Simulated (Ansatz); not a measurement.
PtSe2 (Sudovikovite):

```
Pt Se
1.0
     3.72400    0.00000    0.00000
    -1.86200    3.22508    0.00000
     0.00000    0.00000    5.06200
Pt Se
1 2
Direct
  0.00000 0.00000 0.00000
  0.66667 0.33333 0.75000
  0.33333 0.66667 0.25000
```

```yaml
Program: Ansatz 0.2.0
Task: single point
Functional: PBE
Potentials_or_basis: all-electron LAPW, scalar-relativistic
Cutoff: 317 eV (chosen from the basis error)
Basis_error_allowed: 0.001 eV/atom
k_mesh: 8 × 8 × 5
Occupations: fermi-dirac, width 0.05 eV
Spin: no spin polarisation
```

On this cell: pressure 7.3 GPa; largest force 0.590 eV/Å; band gap on the k mesh none (metal or under the smearing width).

The same run follows on a disturbed copy (atoms moved at random, drawn with an rms of 0.05 Å):

```
CELL_PARAMETERS angstrom
3.72400 0.00000 0.00000
-1.86200 3.22508 0.00000
0.00000 0.00000 5.06200
ATOMIC_POSITIONS crystal
Pt 0.01133 0.02263 0.00660
Se 0.65034 0.33135 0.74000
Se 0.33238 0.65513 0.24631
```

**Question.** What changes?

**Answer.** The energy (extrapolated to zero smearing) moves by +38.9 meV/atom; pressure 7.2 GPa; largest force 2.026 eV/Å; band gap on the k mesh none (metal or under the smearing width).

Forces on the atoms (eV/Å):
```
Pt  -0.311 -1.635 -1.156
Se   0.466  0.512  0.039
Se  -0.156  1.123  1.117
```

Stress tensor (GPa, compression positive):
```
 6.84  0.99 -1.89
 0.99  9.26  1.73
-1.89  1.73  5.59
```

The runs don't all hold the same shells in valence.
